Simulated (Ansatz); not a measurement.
# Cd: single points about a listed cell

Aim: see how energy, forces, stress and gap of Cd answer to moves of single atoms, swapped elements, distortions that keep the symmetry. Nothing is relaxed unless a step says so.

Program: Ansatz 0.2.0. Level of theory: DFT PBE, scalar-relativistic, plane waves, PAW. These are calculated values, not measurements.

### Step 1. The structure to begin with

The structure is cubic, space group Fm-3m (No. 225). The conventional cell has a = 4.436 Å, b = 4.436 Å, c = 4.436 Å, α = 90.00°, β = 90.00°, γ = 90.00°. Around Cd (site symmetry m-3m) lie 12 Cd at 3.14 Å.

As a file:

```
Cd
1.0
     0.00000    2.21815    2.21815
     2.21815    0.00000    2.21815
     2.21815    2.21815    0.00000
Cd
1
Cartesian
  0.0000 0.0000 0.0000
```

The structure comes from the Materials Project (structure only).

### Step 2. A change within the space group

Against the listed cell: strain xx, yy, zz, yz, xz, xy = +2.1, +2.1, +2.1, +0.0, +0.0, +0.0 %.

Contents of input.yaml:

```yaml
crystal:
  lattice:
    - [0.0, 2.2642429018, 2.2642429018]
    - [2.2642429018, 0.0, 2.2642429018]
    - [2.2642429018, 2.2642429018, 0.0]
  atoms:
    - { symbol: Cd, position: [0.0, 0.0, 0.0] }
basis:
  ecutwfc: 420
kpoints:
  mp_grid: { grid: [16, 16, 16] }
hamiltonian:
  xc: pbe
scf:
  occupations: { method: gaussian, width: 0.1 }
output:
  forces: true
  stress: true
  eigenvalues: true
```

### Step 3. A change within the space group

Changes to input.yaml since step 2:

```diff
@@ -2,5 +2,5 @@
   lattice:
-    - [0.0, 2.2642429018, 2.2642429018]
-    - [2.2642429018, 0.0, 2.2642429018]
-    - [2.2642429018, 2.2642429018, 0.0]
+    - [0.0, 2.3064542915, 2.3064542915]
+    - [2.3064542915, 0.0, 2.3064542915]
+    - [2.3064542915, 2.3064542915, 0.0]
   atoms:
```

### Step 4. One element swapped, cell strained: Cd → Mg, first probe

Contents of input.yaml:

```yaml
crystal:
  lattice:
    - [0.0, 2.1045802055, 2.1045802055]
    - [2.1045802055, 0.0, 2.1045802055]
    - [2.1045802055, 2.1045802055, 0.0]
  atoms:
    - { symbol: Mg, position: [0.0, 0.0, 0.0] }
basis:
  ecutwfc: 420
kpoints:
  mp_grid: { grid: [8, 8, 8] }
hamiltonian:
  xc: pbe
scf:
  occupations: { method: gaussian, width: 0.1 }
output:
  forces: true
  stress: true
  eigenvalues: true
```

### Step 5. One element swapped, cell strained: Cd → Mg

Changes to input.yaml since step 4:

```diff
@@ -10,3 +10,3 @@
 kpoints:
-  mp_grid: { grid: [8, 8, 8] }
+  mp_grid: { grid: [18, 18, 18] }
 hamiltonian:
```

### Step 6. One element swapped, cell strained: Cd → Zn, first probe

Contents of input.yaml:

```yaml
crystal:
  lattice:
    - [0.0, 2.0001716195, 2.0001716195]
    - [2.0001716195, 0.0, 2.0001716195]
    - [2.0001716195, 2.0001716195, 0.0]
  atoms:
    - { symbol: Zn, position: [0.0, 0.0, 0.0] }
basis:
  ecutwfc: 420
kpoints:
  mp_grid: { grid: [8, 8, 8] }
hamiltonian:
  xc: pbe
scf:
  occupations: { method: gaussian, width: 0.1 }
output:
  forces: true
  stress: true
  eigenvalues: true
```

### Step 7. Substitution of an element, cell strained: Cd → Zn

Changes to input.yaml since step 6:

```diff
@@ -10,3 +10,3 @@
 kpoints:
-  mp_grid: { grid: [8, 8, 8] }
+  mp_grid: { grid: [18, 18, 18] }
 hamiltonian:
@@ -19 +19,2 @@
   eigenvalues: true
+  populations: true
```

### Step 8. One atom moved

Contents of input.yaml:

```yaml
crystal:
  lattice:
    - [0.0, 2.21814975, 2.21814975]
    - [2.21814975, 0.0, 2.21814975]
    - [2.21814975, 2.21814975, 0.0]
  atoms:
    - { symbol: Cd, position: [-0.0053648317, 0.0129161703, -0.0134571618] }
basis:
  ecutwfc: 420
kpoints:
  mp_grid: { grid: [14, 14, 14] }
hamiltonian:
  xc: pbe
scf:
  occupations: { method: gaussian, width: 0.1 }
output:
  forces: true
  stress: true
  eigenvalues: true
```

### Step 9. One element swapped, cell strained: Cd → Mg, first probe

Contents of input.yaml:

```yaml
crystal:
  lattice:
    - [0.0, 2.2897804599, 2.2897804599]
    - [2.2897804599, 0.0, 2.2897804599]
    - [2.2897804599, 2.2897804599, 0.0]
  atoms:
    - { symbol: Mg, position: [0.0, 0.0, 0.0] }
basis:
  ecutwfc: 420
kpoints:
  mp_grid: { grid: [6, 6, 6] }
hamiltonian:
  xc: pbe
scf:
  occupations: { method: gaussian, width: 0.1 }
output:
  forces: true
  stress: true
  eigenvalues: true
```

### Step 10. Substitution of an element, cell strained: Cd → Mg

Changes to input.yaml since step 9:

```diff
@@ -10,3 +10,3 @@
 kpoints:
-  mp_grid: { grid: [6, 6, 6] }
+  mp_grid: { grid: [16, 16, 16] }
 hamiltonian:
```

**Question.** What will these runs give? Wanted: for each run, case; energy; pressure; largest force.

**Answer**, as computed:

```
step                                                case  energy (meV/atom)  pressure (GPa)  largest force (eV/Å)  gap on the mesh (eV)
                                listed cell, run earlier                  0             2.3                  0.00                  0.00
   2                     a change within the space group               -6.9            -0.5                  0.00                  0.00
   3                     a change within the space group               +5.7            -2.4                  0.00                  0.00
   5         one element swapped, cell strained: Cd → Mg                n/a            11.6                  0.00                  0.00
   7  substitution of an element, cell strained: Cd → Zn                n/a            -3.2                  0.00                  0.00
   8                                      one atom moved             -12.3*             2.1                  0.00                  0.00
  10  substitution of an element, cell strained: Cd → Mg                n/a            -1.2                  0.00                  0.00
```

Energies are counted from the listed cell, with the smearing taken to zero; a star marks another k mesh, which can shift energies by itself, so starred rows don't rank against the others. Other atoms or functionals have another zero of energy (n/a). A gap of 0.00 means none on the mesh at this level.

What this shows: At the listed geometry the pressure is 2.3 GPa and the largest force 0.00 eV/Å: not this functional's equilibrium. Step 8 lies 12.3 meV/atom under the listed cell, so the listed cell is not the lowest arrangement at this level. The costliest is step 3, at 6 meV/atom. With one atom in the cell, moving it shifts the whole crystal, so no force arises from that. The distorted cells of the listed formula and level show no gap on the mesh.
